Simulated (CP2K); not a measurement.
# Zr (P6_3/mmc) in CP2K: a series of runs, part 2 of 2

CP2K 2026.2. The steps go on from the part before.

**3. Band structure, PBE**

The input, zr_bands.inp:

```
&GLOBAL
  PROJECT zr_bands
  RUN_TYPE ENERGY_FORCE
  PRINT_LEVEL LOW
&END GLOBAL
&FORCE_EVAL
  METHOD QS
  STRESS_TENSOR ANALYTICAL
  &DFT
    BASIS_SET_FILE_NAME BASIS_MOLOPT
    POTENTIAL_FILE_NAME GTH_POTENTIALS
    &MGRID
      CUTOFF 450
      REL_CUTOFF 60
      NGRIDS 5
    &END MGRID
    &QS
      METHOD GPW
      EPS_DEFAULT 1.0E-10
    &END QS
    &KPOINTS
      SCHEME MONKHORST-PACK 9 9 5
      GAMMA_CENTERED T
      SYMMETRY T
      SYMMETRY_BACKEND SPGLIB
    &END KPOINTS
    &SCF
      SCF_GUESS ATOMIC
      EPS_SCF 1.0E-6
      MAX_SCF 100
      ADDED_MOS 16
      CHOLESKY OFF
      EPS_EIGVAL 1.0E-7
      &DIAGONALIZATION ON
        ALGORITHM STANDARD
      &END DIAGONALIZATION
      &MIXING ON
        METHOD BROYDEN_MIXING
        ALPHA 0.4
        BETA 1.5
        NBUFFER 8
      &END MIXING
      &SMEAR ON
        METHOD FERMI_DIRAC
        ELECTRONIC_TEMPERATURE [K] 580.226
      &END SMEAR
    &END SCF
    &XC
      &XC_FUNCTIONAL
        &GGA_X_PBE
        &END GGA_X_PBE
        &GGA_C_PBE
        &END GGA_C_PBE
      &END XC_FUNCTIONAL
    &END XC
    &PRINT
      &KPOINTS ON
      &END KPOINTS
      &MULLIKEN ON
      &END MULLIKEN
      &MO ON
        ENERGIES T
        OCCUPATION_NUMBERS T
        &EACH
          QS_SCF 0
        &END EACH
        ADD_LAST NUMERIC
      &END MO
      &LOWDIN ON
      &END LOWDIN
      &HIRSHFELD ON
        SHAPE_FUNCTION DENSITY
      &END HIRSHFELD
      &BAND_STRUCTURE
        FILE_NAME bands.bs
        ADDED_MOS 6
        &KPOINT_SET
          UNITS B_VECTOR
          NPOINTS 6
          SPECIAL_POINT GAMMA 0.00000000 0.00000000 0.00000000
          SPECIAL_POINT M 0.50000000 0.00000000 0.00000000
          SPECIAL_POINT K 0.33333333 0.33333333 0.00000000
          SPECIAL_POINT GAMMA 0.00000000 0.00000000 0.00000000
          SPECIAL_POINT A 0.00000000 0.00000000 0.50000000
          SPECIAL_POINT L 0.50000000 0.00000000 0.50000000
          SPECIAL_POINT H 0.33333333 0.33333333 0.50000000
          SPECIAL_POINT A 0.00000000 0.00000000 0.50000000
        &END KPOINT_SET
        &KPOINT_SET
          UNITS B_VECTOR
          NPOINTS 6
          SPECIAL_POINT L 0.50000000 0.00000000 0.50000000
          SPECIAL_POINT M 0.50000000 0.00000000 0.00000000
        &END KPOINT_SET
        &KPOINT_SET
          UNITS B_VECTOR
          NPOINTS 6
          SPECIAL_POINT K 0.33333333 0.33333333 0.00000000
          SPECIAL_POINT H 0.33333333 0.33333333 0.50000000
        &END KPOINT_SET
      &END BAND_STRUCTURE
    &END PRINT
  &END DFT
  &SUBSYS
    &CELL
      ABC 3.2320000000 3.2320000000 5.1470000000
      ALPHA_BETA_GAMMA 90.0000000000 90.0000000000 120.0000000003
      PERIODIC XYZ
    &END CELL
    &COORD
      SCALED
      Zr  0.6666666667 0.3333333333 0.7500000000
      Zr  0.3333333333 0.6666666667 0.2500000000
    &END COORD
    &KIND Zr
      BASIS_SET DZVP-MOLOPT-SR-GTH-q12
      POTENTIAL GTH-PBE-q12
    &END KIND
    &PRINT
      &ATOMIC_COORDINATES ON
      &END ATOMIC_COORDINATES
      &CELL ON
      &END CELL
      &SYMMETRY ON
      &END SYMMETRY
    &END PRINT
  &END SUBSYS
  &PRINT
    &FORCES ON
    &END FORCES
    &STRESS_TENSOR ON
    &END STRESS_TENSOR
  &END PRINT
&END FORCE_EVAL
```

Potentials or basis: GTH_POTENTIALS Zr GTH-PBE-q12; DZVP-MOLOPT-SR-GTH basis.

Command:

```console
$ OMP_NUM_THREADS=1 cp2k.psmp -i zr_bands.inp -o zr_bands.out
```

zr_bands.out:

```text

 CP2K| version string:                                       CP2K version 2026.2
 CP2K| Input file name                                              zr_bands.inp

 GLOBAL| Force Environment number                                              1
 GLOBAL| Basis set file name                                        BASIS_MOLOPT
 GLOBAL| Potential file name                                      GTH_POTENTIALS
 GLOBAL| MM Potential file name                                     MM_POTENTIAL
 GLOBAL| Coordinate file name                                      __STD_INPUT__
 GLOBAL| Method name                                                        CP2K
 GLOBAL| Project name                                                   zr_bands
 GLOBAL| Run type                                                   ENERGY_FORCE
 GLOBAL| FFT library                                                       FFTW3
 GLOBAL| Diagonalization library                                       ScaLAPACK
 GLOBAL| Cholesky decomposition library                                ScaLAPACK
 GLOBAL| DGEMM library                                                      BLAS
 GLOBAL| Direct generalized diagonalization requested                          F
 GLOBAL| Matrix multiplication library                                 ScaLAPACK
 GLOBAL| Global print level                                                  LOW
 GLOBAL| Total number of message passing processes                             1
 GLOBAL| Number of threads for this process                                    1
 GLOBAL| CPU model name                                                  UNKNOWN

 CELL| Volume [angstrom^3]:                                            46.561558
 CELL| Vector a [angstrom]:       3.232     0.000     0.000   |a| =     3.232000
 CELL| Vector b [angstrom]:      -1.616     2.799     0.000   |b| =     3.232000
 CELL| Vector c [angstrom]:       0.000     0.000     5.147   |c| =     5.147000
 CELL| Angle (b,c), alpha [degree]:                                    90.000000
 CELL| Angle (a,c), beta  [degree]:                                    90.000000
 CELL| Angle (a,b), gamma [degree]:                                   120.000000
 CELL| Numerically orthorhombic:                                              NO
 CELL| Periodicity                                                           XYZ

 CELL_REF| Volume [angstrom^3]:                                        46.561558
 CELL_REF| Vector a [angstrom     3.232     0.000     0.000   |a| =     3.232000
 CELL_REF| Vector b [angstrom    -1.616     2.799     0.000   |b| =     3.232000
 CELL_REF| Vector c [angstrom     0.000     0.000     5.147   |c| =     5.147000
 CELL_REF| Angle (b,c), alpha [degree]:                                90.000000
 CELL_REF| Angle (a,c), beta  [degree]:                                90.000000
 CELL_REF| Angle (a,b), gamma [degree]:                               120.000000
 CELL_REF| Numerically orthorhombic:                                          NO
 CELL_REF| Periodicity                                                       XYZ
[... 9 lines left out ...]
 TOTAL NUMBERS AND MAXIMUM NUMBERS

  Total number of            - Atomic kinds:                                   1
                             - Atoms:                                          2
                             - Shell sets:                                     2
                             - Shells:                                        16
                             - Primitive Cartesian functions:                 14
                             - Cartesian basis functions:                     62
                             - Spherical basis functions:                     52

  Maximum angular momentum of- Orbital basis functions:                        3
                             - Local part of the GTH pseudopotential:          2
                             - Non-local part of the GTH pseudopotential:      4

 MODULE QUICKSTEP: ATOMIC COORDINATES IN ANGSTROM

   Atom Kind Element         X             Y             Z       Z(eff)     Mass
      1    1 Zr   40      1.616000      0.932998      3.860250  12.0000  91.2240
      2    1 Zr   40     -0.000000      1.865996      1.286750  12.0000  91.2240

[... 110 lines left out ...]
  Total charge density on r-space grids:       -0.0000000018
  Total charge density g-space grids:          -0.0000000018

  Overlap energy of the core charge distribution:               0.00000000000000
  Self energy of the core charge distribution:               -172.85808517207855
  Core Hamiltonian energy:                                     38.29046720255303
  Hartree energy:                                              52.21690080458333
  Exchange-correlation energy:                                -11.88762614778818
  Electronic entropic energy:                                  -0.00058999376248
  Fermi energy:                                                 0.41762005436957

  Total energy:                                               -94.23893330589136
  Total energy (extrapolated to T->0):                        -94.23863830901013

 MO| EIGENVALUES AND OCCUPATION NUMBERS FOR K POINT 1
 MO|
 MO|  Index      Eigenvalue [a.u.]        Eigenvalue [eV]             Occupation
 MO|      1              -1.406487             -38.272458               2.000000
 MO|      2              -1.405998             -38.259144               2.000000
 MO|      3              -0.600493             -16.340233               2.000000
 MO|      4              -0.598419             -16.283801               2.000000
 MO|      5              -0.581735             -15.829811               2.000000
 MO|      6              -0.578594             -15.744356               2.000000
[... 462 lines left out ...]
 MO|     27               1.066073              29.009310               0.000000
 MO|     28               1.161911              31.617200               0.000000
 MO| Sum:                                                              24.013273
 MO| E(Fermi):            0.417620 a.u.         11.364020 eV

 [... the levels of further k-points ...]

 !-----------------------------------------------------------------------------!
                     Mulliken Population Analysis

 #  Atom  Element  Kind  Atomic population                           Net charge
       1     Zr       1         12.000002                             -0.000002
       2     Zr       1         11.999998                              0.000002
 # Total charge                             24.000000                  0.000000

 !-----------------------------------------------------------------------------!

 !-----------------------------------------------------------------------------!
                           Hirshfeld Charges

  #Atom  Element  Kind  Ref Charge     Population                    Net charge
      1       Zr     1      12.000         12.000                        -0.000
      2       Zr     1      12.000         12.000                        -0.000

  Total Charge                                                           -0.000
 !-----------------------------------------------------------------------------!

 LOWDIN POPULATION ANALYSIS

 #  Atom  Element  Kind  Atomic population                           Net charge
       1     Zr       1         12.000000                             -0.000000
       2     Zr       1         12.000000                              0.000000
 # Total charge                             24.000000                  0.000000

 KPOINTS| Band Structure Calculation
 KPOINTS| Number of k-point sets                                               3
 KPOINTS| Number of added MOs/bands                                            6
 KPOINTS| Number of k-points in set    1                                      43
 KPOINTS| In units of b-vector [2pi/Bohr]
 KPOINTS| Special point     1       GAMMA     0.000000     0.000000     0.000000
 KPOINTS| Special point     2           M     0.500000     0.000000     0.000000
 KPOINTS| Special point     3           K     0.333333     0.333333     0.000000
 KPOINTS| Special point     4       GAMMA     0.000000     0.000000     0.000000
 KPOINTS| Special point     5           A     0.000000     0.000000     0.500000
 KPOINTS| Special point     6           L     0.500000     0.000000     0.500000
 KPOINTS| Special point     7           H     0.333333     0.333333     0.500000
 KPOINTS| Special point     8           A     0.000000     0.000000     0.500000
 KPOINTS| Number of k-points in set    2                                       7
 KPOINTS| In units of b-vector [2pi/Bohr]
 KPOINTS| Special point     1           L     0.500000     0.000000     0.500000
 KPOINTS| Special point     2           M     0.500000     0.000000     0.000000
 KPOINTS| Number of k-points in set    3                                       7
 KPOINTS| In units of b-vector [2pi/Bohr]
 KPOINTS| Special point     1           K     0.333333     0.333333     0.000000
 KPOINTS| Special point     2           H     0.333333     0.333333     0.500000

 ENERGY| Total FORCE_EVAL ( QS ) energy [hartree]            -94.238944714750531

 FORCES| Atomic forces [hartree/bohr]
 FORCES|   Atom     x               y               z               |f|
 FORCES|      1 -3.48333081E-09  2.46191532E-08 -5.06305727E-10   2.48695123E-08
 FORCES|      2  3.48320328E-09 -2.46188982E-08  5.06191458E-10   2.48692397E-08
 FORCES| Sum    -1.27525325E-13  2.54962902E-13 -1.14268968E-13
 FORCES| Total atomic force                                       3.07125686E-13

 STRESS| Analytical stress tensor [bar]
 STRESS|                        x                   y                   z
 STRESS|      x        1.12797481693E+03   2.91949482145E-01   2.43556771967E-03
 STRESS|      y        2.91949482145E-01   1.12863748631E+03   1.40503413995E-03
 STRESS|      z        2.43556771967E-03   1.40503413995E-03   1.05605132622E+04
 STRESS| 1/3 Trace                                             4.27237518849E+03
 STRESS| Determinant                                           1.34443209518E+10

 STRESS| Eigenvectors and eigenvalues of the analytical stress tensor [bar]
 STRESS|                        1                   2                   3
 STRESS| Eigenvalues   1.12786454413E+03   1.12874775911E+03   1.05605132622E+04
 STRESS|      x           0.935492457420      0.353346659967      0.000000258214
 STRESS|      y          -0.353346659967      0.935492457420      0.000000148975
 STRESS|      z          -0.000000188917     -0.000000230604      1.000000000000
```

Run time: 84 s. Hardware: 1 thread of Arm Neoverse V1, shared host; peak memory 0.34 GiB.

Results:

```yaml
Free_energy: -2564.3721 eV
Pressure: 0.4 GPa
Band_gap_on_the_k_mesh: none (metal or under the smearing width)
```

Stress tensor (GPa, compression positive):
```
0.11 0.00 0.00
0.00 0.11 0.00
0.00 0.00 1.06
```

Levels at the corners of the path, in eV from the Fermi level:
```csv
point,band 8,band 9,band 10,band 11,band 12,band 13,band 14,band 15,band 16,band 17
Γ,-26.81,-5.71,-3.06,0.86,0.86,1.00,1.17,1.55,1.55,2.13
M,-26.92,-2.59,-2.54,-2.19,-0.24,0.53,0.78,1.46,4.90,5.28
K,-27.19,-2.14,-1.38,-1.38,-1.17,0.25,0.25,1.82,4.33,4.33
Γ,-26.81,-5.71,-3.06,0.86,0.86,1.00,1.17,1.55,1.55,2.13
A,-26.89,-3.99,-3.99,0.03,0.03,0.76,0.76,0.76,0.76,3.95
L,-27.04,-2.89,-2.89,-1.08,-1.08,1.63,1.63,2.22,2.22,5.13
H,-26.98,-1.46,-1.46,-1.31,-1.31,-0.05,-0.05,2.05,2.05,4.41
A,-26.89,-3.99,-3.99,0.03,0.03,0.76,0.76,0.76,0.76,3.95
L,-27.04,-2.89,-2.89,-1.08,-1.08,1.63,1.63,2.22,2.22,5.13
M,-26.92,-2.59,-2.54,-2.19,-0.24,0.53,0.78,1.46,4.90,5.28
K,-27.19,-2.14,-1.38,-1.38,-1.17,0.25,0.25,1.82,4.33,4.33
H,-26.98,-1.46,-1.46,-1.31,-1.31,-0.05,-0.05,2.05,2.05,4.41
```

Caveat: the basis of atomic orbitals isn't converged, which shifts pressures, moduli and gaps.
